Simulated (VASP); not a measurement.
# TiO2 (Anatase) in VASP: notebook, part 3 of 3

VASP 6.6.1. Earlier steps stand in the parts before.

## Step 6: Single point, PBE

INCAR

```
SYSTEM = TiO2
ADDGRID = .FALSE.
ALGO = Normal
EDIFF = 1E-7
ENCUT = 400
GGA = PE
ISIF = 2
ISMEAR = 0
LASPH = .TRUE.
LCHARG = .FALSE.
LREAL = .FALSE.
LWAVE = .FALSE.
NELM = 100
PREC = Accurate
SIGMA = 0.05
```

KPOINTS

```
k-points
0
G
  7 7 7
  0 0 0
```

POSCAR

```
TiO2
1.0
   -1.8921000000      1.8921000000      4.7573000000
    1.8921000000     -1.8921000000      4.7573000000
    1.8921000000      1.8921000000     -4.7573000000
Ti O
2 4
Direct
    0.7634100000      0.2505420000      0.5022120000
    0.0240310000     -0.0225460000     -0.0109780000
    0.8032660000      0.7916050000      0.0039110000
    0.5255800000      0.0234350000      0.4817660000
    0.9615640000      0.4693800000      0.5068500000
    0.1853180000      0.2146180000     -0.0384270000
```

Potentials or basis: VASP PAW PBE potentials, release 64 (Ti, O).

Started as:

```bash
$ cat potpaw_PBE.64/Ti/POTCAR potpaw_PBE.64/O/POTCAR > POTCAR
$ mpirun -np 1 vasp_std > vasp.out
```

OUTCAR:

```text
SYSTEM = TiO2
   EDIFF = 1E-7
   ENCUT = 400
   GGA = PE
   ISIF = 2
   ISMEAR = 0
   LASPH = .TRUE.
   LREAL = .FALSE.
   NELM = 100
   PREC = Accurate

 Found    172 irreducible k-points:

 Following reciprocal coordinates:
            Coordinates               Weight
  0.000000  0.000000  0.000000      1.000000
  0.142857  0.000000  0.000000      2.000000
  0.000000  0.142857  0.000000      2.000000
  0.000000  0.142857 -0.142857      2.000000
  0.142857  0.000000 -0.142857      2.000000
  0.285714  0.000000  0.000000      2.000000
   k-points           NKPTS =    172   k-points in BZ     NKDIM =    172   number of bands    NBANDS=     20
   number of dos      NEDOS =    301   number of ions     NIONS =      6
   total plane-waves  NPLWV =  46656
   dimension x,y,z NGX =    36 NGY =   36 NGZ =   36
   dimension x,y,z NGXF=    72 NGYF=   72 NGZF=   72
   ions per type =               2   4
   NGX,Y,Z   is equivalent  to a cutoff of  10.96, 10.96, 10.96 a.u.
   NGXF,Y,Z  is equivalent  to a cutoff of  21.93, 21.93, 21.93 a.u.
 SYSTEM =  TiO2
   PREC   = accura    normal or accurate (medium, high low for compatibility)
   ISTART =      0    job   : 0-new  1-cont  2-samecut
   ICHARG =      2    charge: 1-file 2-atom 10-const
   ISPIN  =      1    spin polarized calculation?
   LNONCOLLINEAR =      F non collinear calculations
   LSORBIT =      F    spin-orbit coupling
   LASPH  =      T    aspherical Exc in radial PAW
   ENCUT  =  400.0 eV  29.40 Ry    5.42 a.u.   8.90  8.90  8.90*2*pi/ulx,y,z
   NELM   =    100;   NELMIN=  2; NELMDL= -5     # of ELM steps
   EDIFF  = 0.1E-06   stopping-criterion for ELM
   LREAL  =      F    real-space projection
   EDIFFG = 0.1E-05   stopping-criterion for IOM
   NSW    =      0    number of steps for IOM
   IBRION =     -1    ionic relax: 0-MD 1-quasi-New 2-CG
   NFREE  =      0    steps in history (QN), initial steepest desc. (CG)
   ISIF   =      2    stress and relaxation
   ISYM   =      2    0-nonsym 1-usesym 2-fastsym
   POTIM  = 0.5000    time-step for ionic-motion
   TEBEG  =    0.0;   TEEND  =   0.0 temperature during run
   PSTRESS=    0.0 pullay stress
   NELECT =      32.0000    total number of electrons
   NUPDOWN=      -1.0000    fix difference up-down
   EMIN   =  10.00;   EMAX   =-10.00  energy-range for DOS
[... 5 lines left out ...]
     AMIX     =   0.40;   BMIX     =  1.00
     AMIX_MAG =   1.60;   BMIX_MAG =  1.00
  volume/ion in A,a.u.               =      11.35        76.62
  Fermi-wavevector in a.u.,A,eV,Ry     =   1.272590  2.404847 22.034444  1.619486
  Thomas-Fermi vector in A             =   2.405460
   LORBIT       =      0    0 simple, 1 ext, 2 COOP (PROOUT), +10 PAW based schemes
   GGA     = PE    functional components
   LHFCALC =     F    Hartree Fock is set to
   AEXX    =    0.0000 exact exchange contribution
   IVDW    =     0    specifies the selected vdW correction
   LEPSILON=     F    determine dielectric tensor
   LRPA    =     F    only Hartree local field effects (RPA)
 non-spin polarized calculation
 Gauss-broadening in eV      SIGMA  =   0.05
  energy-cutoff  :      400.00
  volume of cell :       68.13
 maximum number of plane-waves:      1248
   NGX = 17   NGY = 17   NGZ = 17

 number of electron      32.0000003 magnetization

 Free energy of the ion-electron system (eV)
  ---------------------------------------------------
  ext. energy  EPLUGINS =         0.00000000
  ---------------------------------------------------
  free energy    TOTEN  =       -52.57313469 eV

  energy without entropy =      -52.57313469  energy(sigma->0) =      -52.57313469

 E-fermi :   1.0079     XC(G=0): -10.5293

 val. band max:        0.7915957035   @ k =  -0.4286   0.4286   0.0000
 cond. band min:       2.9917751585   @ k =   0.0000   0.0000   0.0000
 fundamental gap:      2.2001794550
 Fermi energy:         1.0078595739

 k-point     1 :       0.0000    0.0000    0.0000
  band No.  band energies     occupation
      1     -16.9586      2.00000
      2     -16.0662      2.00000
      3     -15.8554      2.00000
      4     -15.5398      2.00000
      5      -3.1975      2.00000
      6      -3.0694      2.00000
[... 12 lines left out ...]
     19       4.2089      0.00000
     20       4.3972      0.00000

 k-point     2 :       0.1429    0.0000    0.0000
  band No.  band energies     occupation
      1     -16.8626      2.00000
      2     -16.0182      2.00000
      3     -15.8075      2.00000
      4     -15.5274      2.00000
      5      -3.2167      2.00000
      6      -3.1225      2.00000
[... 84 lines left out ...]
 k-point     6 :       0.2857    0.0000    0.0000
  band No.  band energies     occupation
      1     -16.6509      2.00000
      2     -15.9030      2.00000
      3     -15.7072      2.00000
      4     -15.4833      2.00000
      5      -3.6990      2.00000
      6      -3.1925      2.00000
[... 12 lines left out ...]
     19       4.1849      0.00000
     20       4.3812      0.00000

 [... further k-points ...]
[... 5 lines left out ...]
  --------------------------------------------------------------------------------------
  -------------------------------------------------------------------------------------
  Total        3.1906184      5.4675269     -0.9684587      0.1859552      0.3508167      0.4097562
  in kB       75.0372223    128.5857399    -22.7762894      4.3733103      8.2505350      9.6366794
  external PRESSURE =      60.2822243 kB  Pullay stress =       0.0000000 kB

 VOLUME and BASIS-vectors are now :
 -----------------------------------------------------------------------------
  energy-cutoff  :      400.00
  volume of cell :       68.13
      direct lattice vectors                 reciprocal lattice vectors
    -1.892100000  1.892100000  4.757300000     0.000000000  0.264256646  0.105101633
     1.892100000 -1.892100000  4.757300000     0.264256646  0.000000000  0.105101633
     1.892100000  1.892100000 -4.757300000     0.264256646  0.264256646  0.000000000

 POSITION                                       TOTAL-FORCE (eV/Angst)
 -----------------------------------------------------------------------------------
     -0.02016      1.92063      2.43450         0.093332     -1.694868      0.029840
      3.67530      0.06736      0.05929         1.317622     -0.989178     -0.409240
     -0.01466      0.02946      7.56867         0.147210     -0.559681     -0.017140
     -0.03856      1.86166      0.31992         0.275960      0.592584      1.246635
      0.02775      1.89027      4.39619        -1.814101     -0.238515      0.134868
      1.87483      1.76395     -2.67188        -0.020022      2.889657     -0.984964
 -----------------------------------------------------------------------------------
    total drift:                               -0.000171      0.000034     -0.000498

  FREE ENERGIE OF THE ION-ELECTRON SYSTEM (eV)
  ---------------------------------------------------
  free  energy   TOTEN  =       -52.5731346879 eV

  energy  without entropy=      -52.5731346879  energy(sigma->0) =      -52.57313469
```

OSZICAR:

```text
N       E                     dE             d eps       ncg     rms          rms(c)
DAV:   1     0.354586728988E+03    0.35459E+03   -0.12471E+04  6880   0.128E+03
DAV:   2    -0.105093213552E+02   -0.36510E+03   -0.35487E+03  9508   0.342E+02
DAV:   3    -0.675359588427E+02   -0.57027E+02   -0.56291E+02  8604   0.173E+02
DAV:   4    -0.696364662538E+02   -0.21005E+01   -0.20968E+01  8524   0.388E+01
[... 10 lines left out ...]
DAV:  15    -0.525731369164E+02   -0.19904E-05   -0.49880E-05  9472   0.507E-02    0.135E-02
DAV:  16    -0.525731346419E+02    0.22746E-05   -0.77626E-06 10044   0.238E-02    0.457E-03
DAV:  17    -0.525731345062E+02    0.13562E-06   -0.23023E-06 10892   0.114E-02    0.800E-04
DAV:  18    -0.525731346210E+02   -0.11477E-06   -0.14004E-07  4328   0.364E-03    0.115E-03
DAV:  19    -0.525731346879E+02   -0.66872E-07   -0.83521E-08  3984   0.309E-03
   1 F= -.52573135E+02 E0= -.52573135E+02  d E =-.244969E-11
```

stdout:

```text
POSCAR found type information on POSCAR TiO
 POSCAR found :  2 types and       6 ions
 scaLAPACK will be used
 LDA part: xc-table for (Slater+PW92), standard interpolation
 POSCAR, INCAR and KPOINTS ok, starting setup
 FFT: planning ... GRIDC
 FFT: planning ... GRID_SOFT
 FFT: planning ... GRID
 WAVECAR not read
 entering main loop
```

Run time: 3.8 min. Hardware: 1 thread of Intel Xeon Platinum 8488C (Sapphire Rapids), shared host; peak memory 0.29 GiB.

The run converged, but some of its settings lie outside the range that counts as converged, so its numbers aren't taken as properties of the crystal.

Results:

```yaml
Free_energy: -52.5731 eV
Largest_force: 3.053 eV/Å
Band_gap_on_the_k_mesh: 2.20 eV, indirect (least direct gap 2.64 eV)
```

Caveat: the cutoff is under 1.25 times the usual one of these potentials, so pressure, stress and relaxed cells hold a basis-set (Pulay) error; an odd mesh through Γ misses points on the zone boundary, where band edges often lie.

## Step 7: The reference run

An earlier run on the cell as given: functional PBEsol; potentials or basis VASP PAW PBE potentials, release 64 (Ti_sv, O); cutoff 520 eV; k mesh 10 × 10 × 10; occupations fermi-dirac, width 0.05 eV; no spin polarisation.

* Pressure: -0.4 GPa
* Largest force: 0.012 eV/Å
* Band gap on the k mesh: 2.06 eV, indirect (least direct gap 2.40 eV)
